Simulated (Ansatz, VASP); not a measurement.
**One calculation of Na, two programs**

```
Na
1.0
    -2.11984    2.11984    2.09933
     2.11984   -2.11984    2.09933
     2.11984    2.11984   -2.09933
Na
1
Direct
  0.00000 0.00000 0.00000
```

Alike in both runs: functional r2SCAN; k mesh 14 × 14 × 14; occupations gaussian, width 0.1 eV; no spin polarisation.

Ansatz relaxed the structure, and its values are those at the end. VASP's run is a single point on that final structure, the one shown.

|  | VASP | Ansatz |
| --- | --- | --- |
| version | VASP 6.6.1 | Ansatz 0.2.0 |
| potentials or method | VASP PAW PBE potentials, release 64 (Na_pv) | scalar-relativistic, plane waves, PAW |
| plane-wave cutoff (eV) | 520 | 500 |
| valence electrons in the cell | 7 | 9 |

```csv
,VASP,Ansatz,Ansatz less VASP
gap on the k mesh at the Fermi level (eV),none,none,-
pressure (GPa),0.1,0.0,-0.09
```

A gap of «none» marks a metal or a gap that the smearing closes. With one functional, cell and mesh, what is left measures potentials, basis and numerics. The two sets of potentials don't hold the same shells in valence.

Caveats: the PAW data sets were made with another functional, which shifts forces and pressure a little (VASP).
